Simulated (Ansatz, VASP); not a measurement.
Two plane-wave programs on Li2S

The input INCAR:

```
SYSTEM = Li2S
ALGO = Normal
EDIFF = 1E-7
ENCUT = 520
GGA = PS
ISIF = 2
ISMEAR = 0
LASPH = .True.
LCHARG = .False.
LREAL = .False.
LWAVE = .False.
NBANDS = 13
NELM = 100
PREC = Accurate
SIGMA = 0.02
```

Contents of KPOINTS:

```
k-points
0
Gamma
  8 8 8
  0 0 0
```

File POSCAR:

```
Li2S
1.0
    0.0000000000      2.7056000000      2.7056000000
    2.7056000000      0.0000000000      2.7056000000
    2.7056000000      2.7056000000      0.0000000000
S Li
1 2
Direct
    0.0000000000      0.0000000000      0.0000000000
    0.2500000000      0.2500000000      0.2500000000
    0.7500000000      0.7500000000      0.7500000000
```

Input for Ansatz:

```yaml
crystal:
  lattice:
    - [0.0, 2.7056, 2.7056]
    - [2.7056, 0.0, 2.7056]
    - [2.7056, 2.7056, 0.0]
  atoms:
    - { symbol: S, position: [0.0, 0.0, 0.0] }
    - { symbol: Li, position: [0.25, 0.25, 0.25] }
    - { symbol: Li, position: [0.75, 0.75, 0.75] }
basis:
  ecutwfc: 420
kpoints:
  mp_grid: { grid: [8, 8, 8] }
hamiltonian:
  xc: pbesol
scf:
  occupations: { method: gaussian, width: 0.02 }
output:
  forces: true
  stress: true
  eigenvalues: true
```

Alike in both runs: task single point; functional PBEsol; k mesh 8 × 8 × 8; occupations gaussian, width 0.02 eV; no spin polarisation.

```csv
,VASP,Ansatz
version,VASP 6.6.1,Ansatz 0.2.0
potentials or method,"VASP PAW PBE potentials, release 64 (S, Li_sv)","scalar-relativistic, plane waves, PAW"
plane-wave cutoff (eV),520,420
valence electrons in the cell,12,12
```

```csv
,VASP,Ansatz,Ansatz less VASP
gap on the k mesh at the Fermi level (eV),3.07,3.07,+0.001
least direct gap on the mesh (eV),4.86,4.86,+0.001
```

 A k mesh can miss the band edges.
